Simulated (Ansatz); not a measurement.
# Defect calculation, host MoS2

All numbers below come from Ansatz, DFT PBE, scalar-relativistic, plane waves, PAW. (420 eV cutoff, 2×2×2 k-mesh, shifted by half a step, Gaussian smearing of 0.01 eV, collinear spin in charge 0 alone)

Host crystal, relaxed:

```
Mo S
1.0
     1.59259    0.91948    7.43832
    -1.59259    0.91948    7.43832
     0.00000   -1.83896    7.43832
Mo S
1 2
Direct
  0.99978 0.99978 0.99978
  0.40313 0.40313 0.40313
  0.26309 0.26309 0.26309
```

Supercell of 39 atoms, rows in host cell vectors: 2 1 -2; -2 2 1; 1 -2 2. Atoms relax at the host's cell, keeping the symmetry that the supercell leaves at the site. The cell is small, so energies carry finite-size errors of tenths of an eV. The host's Kohn–Sham gap is 1.45 eV. Atoms are taken from and returned to the elements' standard states. Charged cells are corrected for image charges with the computed static dielectric tensor (mean 9.7) and aligned with the host's potential at far atoms (alignment terms reach 0.18 eV; the program doubts the alignment in some charges, where it is up to 0.18 eV). No band-filling term is added, and the Fermi level counts from the host's valence band top.

The defect is an interstitial at (0.500, 0.531, 0.531) of the host cell.

| charge | E_f at the valence band top (eV) | over the neutral state (eV) | moment (μB) | largest move (Å) | atoms near the site |
| --- | --- | --- | --- | --- | --- |
| +1 | 0.53 | -1.05 | 0.00 | 1.84 | 1 S at 1.37 Å |
| 0 | 1.59 | 0.00 | 1.00 | 0.86 | 1 S at 1.41 Å, 2 S at 2.56 Å |
| -1 | 2.73 | 1.15 | 0.00 | 0.72 | 1 S at 1.43 Å, 2 S at 2.44 Å, 2 Mo at 3.09 Å |

Among the charges computed the stable one is +1 at the valence band top, changing to 0 at 1.05 eV, changing to -1 at 1.15 eV. Other sites of the defect weren't tried.

(1) Which element is it? Judge by the nearest distance in charge 0 and covalent radii.
A. Mo
B. Sr
C. H
D. K
E. Zn

## Answers

(1) C. The nearest neighbour is S at 1.41 Å, and the summed covalent radii with S are 1.36 Å for H, 3.08 Å for K, 2.59 Å for Mo, 3.00 Å for Sr, 2.27 Å for Zn, so H fits best. Bonds can miss such sums by a tenth of an ångström or more.